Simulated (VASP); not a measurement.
# TaAs: restarted molecular dynamics, 2 variants

TaAs, I4_1md (no. 109), 8 atoms in the cell. PBE, molecular dynamics; PAW potentials Ta, As (PBE set).

| Restart from | Temperature at the end (K) | The same without a restart (K) | Potential energy at the end (eV/atom) | The same without a restart (eV/atom) | Electronic steps in the first step after the restart | Time (s) |
|---|---|---|---|---|---|---|
| CONTCAR with velocities, WAVECAR read | 735.0 | 735.0 | -8.72607 | -8.72607 | 4 | 246 |
| CONTCAR with velocities, no WAVECAR | 735.0 | 735.0 | -8.72607 | -8.72607 | 22 | 255 |

Limits: 180 fs of 8 atoms are too short for converged averages; the cell is only 3.4 Å across, so each atom moves in step with near copies of itself.

## Input of the first row

INCAR.step1:
```
  ALGO = Fast
  ANDERSEN_PROB = 0.0
  EDIFF = 1E-6
  ENCUT = 230
  GGA = PE
  IBRION = 0
  ISIF = 2
  ISMEAR = -1
  ISYM = 0
  KPAR = 2
  LASPH = True
  LCHARG = False
  LREAL = Auto
  LWAVE = True
  MDALGO = 1
  NELM = 60
  NELMIN = 4
  NSW = 30
  POTIM = 3.0
  PREC = Normal
  RANDOM_SEED = 456266 0 0
  SIGMA = 0.069
  TEBEG = 1600
```

INCAR.step2, as INCAR.step1 but for:
```
- LWAVE = True
+ LWAVE = False
```

KPOINTS:
```
k-points
0
Monkhorst-Pack
  4 4 1
```

POSCAR.step1:
```
TaAs
1.0
    3.4436267244      0.0000000000      0.0000000000
    0.0000000000      3.4436267244      0.0000000000
    0.0000000000      0.0000000000     11.7358830722
Ta As
4 4
Direct
    0.0000000000      0.0000000000      0.2499673000
    0.5000000000      0.0000000000      0.9999673000
    0.5000000000      0.5000000000      0.7499673000
    0.0000000000      0.5000000000      0.4999673000
    0.0000000000      0.0000000000      0.8326321200
    0.0000000000      0.5000000000      0.0826321200
    0.5000000000      0.5000000000      0.3326321200
    0.5000000000      0.0000000000      0.5826321200
```

Commands (each step's output is kept before the next begins):
```
cat potpaw_PBE.64/Ta/POTCAR potpaw_PBE.64/As/POTCAR > POTCAR
cp INCAR.step1 INCAR
cp POSCAR.step1 POSCAR
mpirun -np 2 vasp_std > vasp.out
cp CONTCAR POSCAR
cp INCAR.step2 INCAR
mpirun -np 2 vasp_std > vasp.out
```

Changes of the last row against the first:
```
(step 1)
- LWAVE = True
+ LWAVE = False
```

VASP 6.6.1 took 246 s on 2 cores (AMD EPYC 7R43 (Zen 3)), a shared host.
